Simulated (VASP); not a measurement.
# Se (P3_121) in VASP: a series of runs

Aim: see how the results for Se move with the level of theory and the settings. Levels: PBE, HSE06. Tasks: single point.

All numbers are computed with VASP 6.6.1; they aren't measurements. Logs are shortened: lines on timing, memory, paths and dates and some standing lists are left out, and cuts for length are marked.

## (1) The structure

It takes space group P3_121 (No. 152, trigonal). The conventional cell has a = 4.366 Å, b = 4.366 Å, c = 4.954 Å, α = 90.00°, β = 90.00°, γ = 120.00°. Around Se (site symmetry 2) lie 2 Se at 2.37 Å.

## (2) Single point, PBE

The input, INCAR:

```
SYSTEM = Se
PREC = Accurate ; ENCUT = 520
EDIFF = 1E-6 ; ISMEAR = 0
SIGMA = 0.02 ; LREAL = .False.
LASPH = .True. ; NELM = 60
ALGO = Normal ; ISIF = 2
LWAVE = .False. ; LCHARG = .True.
GGA = PE ; LELF = .True.
LVHAR = .True. ; NBANDS = 16
```

The input, KPOINTS:

```
regular mesh
0
Gamma
  7 7 6
  0 0 0
```

The input, POSCAR:

```
Se
1.0
    4.3662000000      0.0000000000      0.0000000000
   -2.1831000000      3.7812401180      0.0000000000
    0.0000000000      0.0000000000      4.9536000000
Se
3
Cartesian
    1.6910292600      2.9289485954      0.0000000000
   -0.4920707400      0.8522915226      3.3024000002
    0.9841414800      0.0000000000      1.6511999998
```

Potentials or basis: VASP PAW PBE potentials, release 64 (Se).

On the command line:

```sh
> cat potpaw_PBE.64/Se/POTCAR > POTCAR
> mpirun -np 1 vasp_std > vasp.out
```

OUTCAR:

```text
SYSTEM = Se
   PREC = Accurate
   ENCUT = 520
   EDIFF = 1E-6
   ISMEAR = 0
   LREAL = .False.
   LASPH = .True.
   NELM = 60
   ISIF = 2
   GGA = PE

 ion  position               nearest neighbor table
   1  0.775  0.775  0.000-   3 2.37   2 2.37
   2  0.000  0.225  0.667-   1 2.37   3 2.37
   3  0.225  0.000  0.333-   1 2.37   2 2.37

  LATTYP: Found a hexagonal cell.
 ALAT       =     4.3662000000
 C/A-ratio  =     1.1345334616

  Lattice vectors:

 A1 = (   4.3662000000,   0.0000000000,   0.0000000000)
 A2 = (  -2.1831000000,   3.7812401180,   0.0000000000)
 A3 = (   0.0000000000,   0.0000000000,   4.9536000000)

Analysis of symmetry for initial positions (statically):
=====================================================================
 Subroutine PRICEL returns:
 Original cell was already a primitive cell.

 Routine SETGRP: Setting up the symmetry group for a
 hexagonal supercell.

 Subroutine GETGRP returns: Found  6 space group operations
 (whereof  2 operations were pure point group operations)
 out of a pool of 24 trial point group operations.

The static configuration has the point symmetry C_2 .
 The point group associated with its full space group is D_3 .

Analysis of symmetry for dynamics (positions and initial velocities):
=====================================================================
 Subroutine PRICEL returns:
 Original cell was already a primitive cell.

 Routine SETGRP: Setting up the symmetry group for a
 hexagonal supercell.

 Subroutine GETGRP returns: Found  6 space group operations
 (whereof  2 operations were pure point group operations)
 out of a pool of 24 trial point group operations.

The dynamic configuration has the point symmetry C_2 .
 The point group associated with its full space group is D_3 .

 Subroutine INISYM returns: Found  6 space group operations
 (whereof  2 operations are pure point group operations),
 and found     1 'primitive' translations

----------------------------------------------------------------------------------------

                                     Primitive cell

  volume of cell :      81.7822

  direct lattice vectors                    reciprocal lattice vectors
     4.366200000  0.000000000  0.000000000     0.229032110  0.132231751  0.000000000
    -2.183100000  3.781240118  0.000000000     0.000000000  0.264463501  0.000000000
     0.000000000  0.000000000  4.953600000     0.000000000  0.000000000  0.201873385

  length of vectors
     4.366200000  4.366200000  4.953600000     0.264463501  0.264463501  0.201873385

  position of ions in fractional coordinates (direct lattice)
     0.774600000  0.774600000  0.000000000
     0.000000000  0.225400000  0.666666667
     0.225400000  0.000000000  0.333333333

  ion indices of the primitive-cell ions
   primitive index   ion index
                 1           1
                 2           2
                 3           3

----------------------------------------------------------------------------------------

 KPOINTS: regular mesh

Automatic generation of k-mesh.
 Grid dimensions read from file:
 generate k-points for:    7    7    6

 Generating k-lattice:

  Cartesian coordinates                     Fractional coordinates (reciprocal lattice)
     0.032718873  0.018890250  0.000000000     0.142857143  0.000000000  0.000000000
     0.000000000  0.037780500  0.000000000     0.000000000  0.142857143  0.000000000
     0.000000000  0.000000000  0.033645564     0.000000000  0.000000000  0.166666667

  Length of vectors
     0.037780500  0.037780500  0.033645564

  Shift w.r.t. Gamma in fractional coordinates (k-lattice)
     0.000000000  0.000000000  0.000000000

 Subroutine IBZKPT returns following result:
 ===========================================

 Found     40 irreducible k-points:

 Following reciprocal coordinates:
            Coordinates               Weight
  0.000000  0.000000  0.000000      1.000000
  0.142857  0.000000  0.000000      6.000000
  0.285714 -0.000000  0.000000      6.000000
  0.428571  0.000000  0.000000      6.000000
  0.142857  0.142857  0.000000      6.000000
  0.285714  0.142857  0.000000     12.000000
[... 16 lines left out ...]
  0.000000  0.142857  0.333333      6.000000
  0.285714 -0.000000  0.333333      6.000000
 [... further k-points ...]
   k-points           NKPTS =     40   k-points in BZ     NKDIM =     40   number of bands    NBANDS=     16
   number of dos      NEDOS =    301   number of ions     NIONS =      3
   total plane-waves  NPLWV =  40960
   dimension x,y,z NGX =    32 NGY =   32 NGZ =   40
   dimension x,y,z NGXF=    64 NGYF=   64 NGZF=   80
   ions per type =               3
   NGX,Y,Z   is equivalent  to a cutoff of  12.18, 12.18, 13.42 a.u.
   NGXF,Y,Z  is equivalent  to a cutoff of  24.37, 24.37, 26.85 a.u.
 SYSTEM =  Se
   PREC   = accura    normal or accurate (medium, high low for compatibility)
   ISTART =      0    job   : 0-new  1-cont  2-samecut
   ICHARG =      2    charge: 1-file 2-atom 10-const
   ISPIN  =      1    spin polarized calculation?
   LNONCOLLINEAR =      F non collinear calculations
   LSORBIT =      F    spin-orbit coupling
   LASPH  =      T    aspherical Exc in radial PAW
   ENCUT  =  520.0 eV  38.22 Ry    6.18 a.u.   8.12  8.12  9.21*2*pi/ulx,y,z
   NELM   =     60;   NELMIN=  2; NELMDL= -5     # of ELM steps
   EDIFF  = 0.1E-05   stopping-criterion for ELM
   LREAL  =      F    real-space projection
   EDIFFG = 0.1E-04   stopping-criterion for IOM
   NSW    =      0    number of steps for IOM
   IBRION =     -1    ionic relax: 0-MD 1-quasi-New 2-CG
   NFREE  =      0    steps in history (QN), initial steepest desc. (CG)
   ISIF   =      2    stress and relaxation
   ISYM   =      2    0-nonsym 1-usesym 2-fastsym
   POTIM  = 0.5000    time-step for ionic-motion
   TEBEG  =    0.0;   TEEND  =   0.0 temperature during run
   PSTRESS=    0.0 pullay stress
   NELECT =      18.0000    total number of electrons
   NUPDOWN=      -1.0000    fix difference up-down
   EMIN   =  10.00;   EMAX   =-10.00  energy-range for DOS
   EFERMI =   0.00;   METHOD = LEGACY
   ISMEAR =     0;   SIGMA  =   0.02  broadening in eV -4-tet -1-fermi 0-gaus
   EFERMI_NEDOS =   21; number of points for ismear=-14 and -15
   IALGO  =     38    algorithm
   IMIX   =      4    mixing-type and parameters
     AMIX     =   0.40;   BMIX     =  1.00
     AMIX_MAG =   1.60;   BMIX_MAG =  1.00
  volume/ion in A,a.u.               =      27.26       183.96
  Fermi-wavevector in a.u.,A,eV,Ry     =   0.988430  1.867862 13.292817  0.976995
  Thomas-Fermi vector in A             =   2.119956
   LORBIT       =      0    0 simple, 1 ext, 2 COOP (PROOUT), +10 PAW based schemes
   GGA     = PE    functional components
   LHFCALC =     F    Hartree Fock is set to
   AEXX    =    0.0000 exact exchange contribution
   IVDW    =     0    specifies the selected vdW correction
   LEPSILON=     F    determine dielectric tensor
   LRPA    =     F    only Hartree local field effects (RPA)
 non-spin polarized calculation
 Gauss-broadening in eV      SIGMA  =   0.02
  energy-cutoff  :      520.00
  volume of cell :       81.78
 maximum number of plane-waves:      2214
   NGX = 17   NGY = 17   NGZ = 19

 number of electron      18.0000001 magnetization

 Free energy of the ion-electron system (eV)
  ---------------------------------------------------
  ext. energy  EPLUGINS =         0.00000000
  ---------------------------------------------------
  free energy    TOTEN  =       -10.46996577 eV

  energy without entropy =      -10.46996577  energy(sigma->0) =      -10.46996577

 E-fermi :   2.7959     XC(G=0):  -8.8425

 val. band max:        2.6765491719   @ k =   0.4286   0.1429   0.5000
 cond. band min:       3.8914034214   @ k =   0.0000   0.0000   0.5000
 fundamental gap:      1.2148542495
 Fermi energy:         2.7958845564

 k-point     1 :       0.0000    0.0000    0.0000
  band No.  band energies     occupation
      1     -13.1746      2.00000
      2      -9.0519      2.00000
      3      -9.0519      2.00000
      4      -1.1591      2.00000
      5      -1.1591      2.00000
      6      -1.0823      2.00000
[... 8 lines left out ...]
     15       9.1616      0.00000
     16      11.0592      0.00000

 k-point     2 :       0.1429    0.0000    0.0000
  band No.  band energies     occupation
      1     -13.0962      2.00000
      2      -9.1239      2.00000
      3      -9.0444      2.00000
      4      -1.7427      2.00000
      5      -1.4101      2.00000
      6      -0.8961      2.00000
[... 8 lines left out ...]
     15       9.8476      0.00000
     16      11.0055      0.00000

 k-point     3 :       0.2857   -0.0000    0.0000
  band No.  band energies     occupation
      1     -12.9020      2.00000
      2      -9.3199      2.00000
      3      -9.0269      2.00000
      4      -2.2684      2.00000
      5      -1.7739      2.00000
      6      -0.9287      2.00000
[... 8 lines left out ...]
     15      10.8837      0.00000
     16      11.7526      0.00000

 k-point     4 :       0.4286    0.0000    0.0000
  band No.  band energies     occupation
      1     -12.7221      2.00000
      2      -9.5171      2.00000
      3      -9.0122      2.00000
      4      -2.4604      2.00000
      5      -2.0050      2.00000
      6      -0.8368      2.00000
[... 8 lines left out ...]
     15      11.9576      0.00000
     16      12.6571      0.00000
[... 324 lines left out ...]
 k-point    22 :       0.1429    0.0000    0.3333
  band No.  band energies     occupation
      1     -12.5805      2.00000
      2     -11.1223      2.00000
      3      -7.3152      2.00000
      4      -2.1383      2.00000
      5      -1.2560      2.00000
      6      -0.6890      2.00000
[... 8 lines left out ...]
     15      10.3494      0.00000
     16      10.6332      0.00000

 k-point    23 :       0.0000    0.1429    0.3333
  band No.  band energies     occupation
      1     -12.5795      2.00000
      2     -11.1256      2.00000
      3      -7.3036      2.00000
      4      -2.1695      2.00000
      5      -1.3485      2.00000
      6      -0.7134      2.00000
[... 8 lines left out ...]
     15      10.1709      0.00000
     16      10.8576      0.00000

 k-point    24 :       0.2857   -0.0000    0.3333
  band No.  band energies     occupation
      1     -12.4069      2.00000
      2     -11.0128      2.00000
      3      -7.7166      2.00000
      4      -2.4874      2.00000
      5      -1.7593      2.00000
      6      -0.9106      2.00000
[... 8 lines left out ...]
     15      10.3151      0.00000
     16      10.9498      0.00000

 [... further k-points ...]

------------------------ aborting loop because EDIFF is reached ----------------------------------------

  FORCE on cell =-STRESS in cart. coord.  units (eV):
  Direction    XX          YY          ZZ          XY          YZ          ZX
  --------------------------------------------------------------------------------------
  -------------------------------------------------------------------------------------
  Total        1.1730462      1.1730462      2.1102848      0.0000000     -0.0000000     -0.0000000
  in kB       22.9808920     22.9808920     41.3421282      0.0000000     -0.0000000     -0.0000000
  external PRESSURE =      29.1013041 kB  Pullay stress =       0.0000000 kB

 VOLUME and BASIS-vectors are now :
 -----------------------------------------------------------------------------
  energy-cutoff  :      520.00
  volume of cell :       81.78
      direct lattice vectors                 reciprocal lattice vectors
     4.366200000  0.000000000  0.000000000     0.229032110  0.132231751  0.000000000
    -2.183100000  3.781240118  0.000000000     0.000000000  0.264463501  0.000000000
     0.000000000  0.000000000  4.953600000     0.000000000  0.000000000  0.201873385

 POSITION                                       TOTAL-FORCE (eV/Angst)
 -----------------------------------------------------------------------------------
      1.69103      2.92895      0.00000        -0.216970     -0.375804     -0.000000
     -0.49207      0.85229      3.30240        -0.216970      0.375804     -0.000000
      0.98414      0.00000      1.65120         0.433941      0.000000      0.000000
 -----------------------------------------------------------------------------------
    total drift:                                0.000000      0.000000      0.000000

  FREE ENERGIE OF THE ION-ELECTRON SYSTEM (eV)
  ---------------------------------------------------
  free  energy   TOTEN  =       -10.4699657723 eV

  energy  without entropy=      -10.4699657723  energy(sigma->0) =      -10.46996577
```

It took 52 s on 1 thread of Intel Xeon Platinum 8259CL at 2.50GHz (Skylake/Cascade Lake), shared host; peak memory 0.2 GiB.

What came out:

- Free energy: -10.4700 eV
- Pressure: 2.9 GPa
- Largest force: 0.434 eV/Å
- Band gap on the k mesh: 1.21 eV, indirect (least direct gap 1.47 eV)

Forces on the atoms (eV/Å):
```
Se  -0.217 -0.376  0.000
Se  -0.217  0.376  0.000
Se   0.434  0.000  0.000
```

Caveat: an odd mesh through Γ misses points on the zone boundary, where band edges often lie.

## (3) Single point, PBE

The input, run.py:

```python
from ase import Atoms
from ase.calculators.vasp import Vasp
from ase.dft.bandgap import bandgap

atoms = Atoms(
    ['Se', 'Se', 'Se'],
    cell=[[4.3662, 0.0, 0.0], [-2.1831, 3.781240118, 0.0], [0.0, 0.0, 4.9536]],
    scaled_positions=[[0.7746, 0.7746, 0.0], [0.0, 0.2254, 0.6666666667], [0.2254, 0.0, 0.3333333333]],
    pbc=True,
)
calc = Vasp(
    directory='calc',
    xc='pbe',
    pp='PBE',
    setups='materialsproject',
    prec='Accurate',
    encut=520,
    ediff=1e-06,
    ismear=0,
    sigma=0.02,
    lreal=False,
    lasph=True,
    nelm=60,
    algo='Normal',
    isif=2,
    lwave=False,
    lcharg=False,
    kpts=[7, 7, 6],
    gamma=True,
)
atoms.calc = calc

print('energy (eV):', atoms.get_potential_energy())
print('free energy (eV):', atoms.get_potential_energy(force_consistent=True))
print('forces (eV/A):')
print(atoms.get_forces())
print('stress (eV/A^3, Voigt):', atoms.get_stress())
print('Fermi level (eV):', calc.get_fermi_level())
gap, top, bottom = bandgap(calc)
print('band gap (eV):', gap, 'from (spin, k, band)', top, 'to', bottom)
```

Potentials or basis: VASP PAW PBE potentials, release 64 (Se).

On the command line:

```sh
> python run.py
```

The program printed:

```text
energy (eV): -10.46996575
free energy (eV): -10.46996575
forces (eV/A):
[[-0.21702112 -0.37589161 -0.        ]
 [-0.21702112  0.37589161 -0.        ]
 [ 0.43404224 -0.          0.        ]]
stress (eV/A^3, Voigt): [-0.01434057 -0.01434057 -0.02581148  0.          0.         -0.        ]
Fermi level (eV): 2.8075741
band gap (eV): 1.2149 from (spin, k, band) (0, np.int64(38), np.int64(8)) to (0, np.int64(32), np.int64(9))
```

OUTCAR:

```text
ENCUT = 520.000000
   EDIFF = 1.00e-06
   GGA = PE
   PREC = Accurate
   ISIF = 2
   ISMEAR = 0
   NELM = 60
   LASPH = .TRUE.
   LREAL = .FALSE.

 ion  position               nearest neighbor table
   1  0.775  0.775  0.000-   2 2.37   3 2.37
   2  0.000  0.225  0.667-   1 2.37   3 2.37
   3  0.225  0.000  0.333-   1 2.37   2 2.37

  LATTYP: Found a hexagonal cell.
 ALAT       =     4.3662000000
[... 587 lines left out ...]
  in kB       22.9761260     22.9761260     41.3545502      0.0000000      0.0000000     -0.0000000
  external PRESSURE =      29.1022674 kB  Pullay stress =       0.0000000 kB

 VOLUME and BASIS-vectors are now :
 -----------------------------------------------------------------------------
  energy-cutoff  :      520.00
  volume of cell :       81.78
      direct lattice vectors                 reciprocal lattice vectors
     4.366200000  0.000000000  0.000000000     0.229032110  0.132231751  0.000000000
    -2.183100000  3.781240118  0.000000000     0.000000000  0.264463501  0.000000000
     0.000000000  0.000000000  4.953600000     0.000000000  0.000000000  0.201873385

 POSITION                                       TOTAL-FORCE (eV/Angst)
 -----------------------------------------------------------------------------------
      1.69103      2.92895      0.00000        -0.217021     -0.375892     -0.000000
     -0.49207      0.85229      3.30240        -0.217021      0.375892     -0.000000
      0.98414      0.00000      1.65120         0.434042     -0.000000      0.000000
 -----------------------------------------------------------------------------------
    total drift:                                0.000000      0.000000      0.000000

  FREE ENERGIE OF THE ION-ELECTRON SYSTEM (eV)
  ---------------------------------------------------
  free  energy   TOTEN  =       -10.4699657506 eV

  energy  without entropy=      -10.4699657506  energy(sigma->0) =      -10.46996575
```

INCAR:

```text
ENCUT = 520.000000
SIGMA = 0.020000
EDIFF = 1.00e-06
ALGO = Normal
GGA = PE
PREC = Accurate
ISIF = 2
ISMEAR = 0
NELM = 60
LASPH = .TRUE.
LCHARG = .FALSE.
LWAVE = .FALSE.
LREAL = .FALSE.
```

Wall time 42 s (1 thread of Intel Xeon Platinum 8259CL at 2.50GHz (Skylake/Cascade Lake), shared host); peak memory 0.2 GiB.

What came out:

```
Free energy            : -10.4700 eV
Pressure               : 2.9 GPa
Largest force          : 0.434 eV/Å
Band gap on the k mesh : 1.21 eV, indirect (least direct gap 1.47 eV)
```

Forces in eV/Å, atoms in the order of the input:
```
Se  -0.217 -0.376  0.000
Se  -0.217  0.376  0.000
Se   0.434  0.000  0.000
```

Caveat: an odd mesh through Γ misses points on the zone boundary, where band edges often lie.

## (4) Single point, HSE06

The input, POSCAR:

```
Se
1.0
    4.3662000000      0.0000000000      0.0000000000
   -2.1831000000      3.7812401180      0.0000000000
    0.0000000000      0.0000000000      4.9536000000
Se
3
Direct
    0.7746000000      0.7746000000      0.0000000000
    0.0000000000      0.2254000000      0.6666666667
    0.2254000000      0.0000000000      0.3333333333
```

The input, INCAR.step1:

```
PREC = Accurate
ENCUT = 650
EDIFF = 1E-5
ISMEAR = 0
SIGMA = 0.01
LREAL = F
LASPH = T
NELM = 100
ALGO = Normal
ISIF = 2
LWAVE = T
LCHARG = F
NKRED = 1
NBANDS = 17
GGA = PE
```

The input, INCAR.step2:

```
PREC = Accurate
ENCUT = 650
EDIFF = 1E-6
ISMEAR = 0
SIGMA = 0.01
LREAL = F
LASPH = T
NELM = 100
ALGO = Normal
ISIF = 2
LWAVE = F
LCHARG = F
GGA = PE
LHFCALC = T
HFSCREEN = 0.2
PRECFOCK = Fast
NKRED = 1
NBANDS = 17
ISTART = 1
```

The input, KPOINTS:

```
regular mesh
0
Gamma
  5 5 4
```

On the command line:

```sh
> cat potpaw_PBE.64/Se/POTCAR > POTCAR
> cp INCAR.step1 INCAR
> mpirun -np 1 vasp_std > vasp.out
> cp INCAR.step2 INCAR
> mpirun -np 1 vasp_std > vasp.out
```

Wall time 10 min (1 thread of Intel Xeon 6975P-C (Granite Rapids), shared host); peak memory 0.33 GiB.

These settings aren't checked as converged: the numbers below hold their error.

Results:

| Quantity | Value |
| --- | --- |
| Free energy | -13.2891 eV |
| Pressure | 0.5 GPa |
| Largest force | 0.190 eV/Å |
| Band gap on the k mesh | 2.02 eV, indirect (least direct gap 2.12 eV) |

Caveat: the PAW data sets were made with another functional, which shifts forces and pressure a little; an odd mesh through Γ misses points on the zone boundary, where band edges often lie.
